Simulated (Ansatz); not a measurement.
Results of r²SCAN in Ansatz (PAW) for skutterudite CoSb₃.

Settings: plane-wave cutoff 560 eV, 6×6×6 k mesh, Fermi–Dirac smearing 0.01 eV, no spin polarisation, scalar-relativistic PAW data made under PBE.

Cell (measured lattice):

```xyz
16
Lattice="-4.5185 4.5185 4.5185 4.5185 -4.5185 4.5185 4.5185 4.5185 -4.5185" Properties=species:S:1:pos:R:3 pbc="T T T"
Co     2.2593     2.2593    -2.2593
Co     2.2593     2.2593     2.2593
Co    -2.2593     2.2593     2.2593
Co     2.2593    -2.2593     2.2593
Sb     1.5070     3.0748     4.5185
Sb     4.5185     1.5070     3.0748
Sb     4.5185    -1.5070     3.0748
Sb     0.0000     3.0115     1.4438
Sb     0.0000     6.0256     1.4438
Sb     3.0748     4.5185     1.5070
Sb     1.4438     0.0000     6.0256
Sb     6.0256     1.4438     0.0000
Sb     1.4438     0.0000     3.0115
Sb     3.0748     4.5185    -1.5070
Sb     3.0115     1.4438     0.0000
Sb    -1.5070     3.0748     4.5185
```

### Question
Estimate the band gap that the calculation returns.

### Answer

* **band gap**: 0.48 eV

Measured, for comparison: band gap 0.63 eV (temperature not stated, no zero-point or thermal correction; as tabulated in Kim et al. (2020), doi:10.1038/s41597-020-00723-8).

Note: cell and atoms aren't relaxed at this level (largest force component 0.15 eV/Å, pressure 0.6 GPa).

Spin–orbit coupling is not included; with these elements it can move the gap by several tenths of an eV or more.

The computed numbers hold no vibrational or temperature effects.

Ansatz is a first-principles code.
